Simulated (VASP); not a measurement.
CuCl (Nantokite):

```
Cu Cl
1.0
     0.00000    2.70285    2.70285
     2.70285    0.00000    2.70285
     2.70285    2.70285    0.00000
Cu Cl
1 1
Direct
  0.00000 0.00000 0.00000
  0.25000 0.25000 0.25000
```

* Program: VASP 6.6.1
* Task: relaxation of cell and atoms
* Functional: PBEsol
* Potentials or basis: VASP PAW PBE potentials, release 64 (Cu, Cl)
* Cutoff: 600 eV
* k mesh: 10 × 10 × 10
* Occupations: gaussian, width 0.03 eV
* Spin: no spin polarisation

At the start: pressure -3.2 GPa; volume 19.75 Å³/atom.

Where does the relaxation end?

Over 3 steps the energy falls by 12.4 meV/atom and the volume is 18.60 Å³/atom (-5.8 %); space group F-43m (No. 216, to 0.05 Å).

Step by step:
```csv
step,energy change (eV),largest force (eV/Å),pressure (GPa),volume (Å³)
1,0.0000,0.0000,-3.22,39.49
2,-0.0247,0.0000,-0.10,37.27
3,-0.0247,0.0000,-0.04,37.21
```

Final structure:
```
Cu Cl
1.0
     0.00000    2.64977    2.64977
     2.64977    0.00000    2.64977
     2.64977    2.64977    0.00000
Cu Cl
1 1
Direct
  0.00000 0.00000 0.00000
  0.25000 0.25000 0.25000
```

Caveat: the PAW data sets were made with another functional, which shifts forces and pressure a little.
